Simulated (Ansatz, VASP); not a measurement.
## Two plane-wave programs on Ti4C3

```
CELL_PARAMETERS angstrom
4.31034 0.00000 0.00000
0.00000 4.31034 0.00000
0.00000 0.00000 4.31034
ATOMIC_POSITIONS crystal
Ti 0.00000 0.00000 0.00000
Ti 0.00000 0.50000 0.50000
Ti 0.50000 0.00000 0.50000
Ti 0.50000 0.50000 0.00000
C 0.50000 0.00000 0.00000
C 0.00000 0.50000 0.00000
C 0.00000 0.00000 0.50000
```

Alike in both runs: task relaxation of cell and atoms; functional PBE; k mesh 10 × 10 × 10; occupations gaussian, width 0.1 eV; no spin polarisation.

|  | VASP | Ansatz |
| --- | --- | --- |
| version | VASP 6.6.1 | Ansatz 0.2.0 |
| potentials or method | VASP PAW PBE potentials, release 64 (Ti_sv, C) | scalar-relativistic, plane waves, PAW |
| plane-wave cutoff (eV) | 600 | 420 |
| valence electrons in the cell | 60 | 60 |

|  | VASP | Ansatz | Ansatz less VASP |
| --- | --- | --- | --- |
| gap on the k mesh at the Fermi level, each at its own relaxed structure (eV) | none | none | - |
| relaxed volume (Å³/atom) | 11.44 | 11.44 | 0.000 |
| relaxed cell length with the largest relative difference (Å) | 4.310 | 4.310 | 0.0000 |

A gap of «none» marks a metal or a gap that the smearing closes.

Caveats: the relaxation stopped at its first step, so nothing moved.
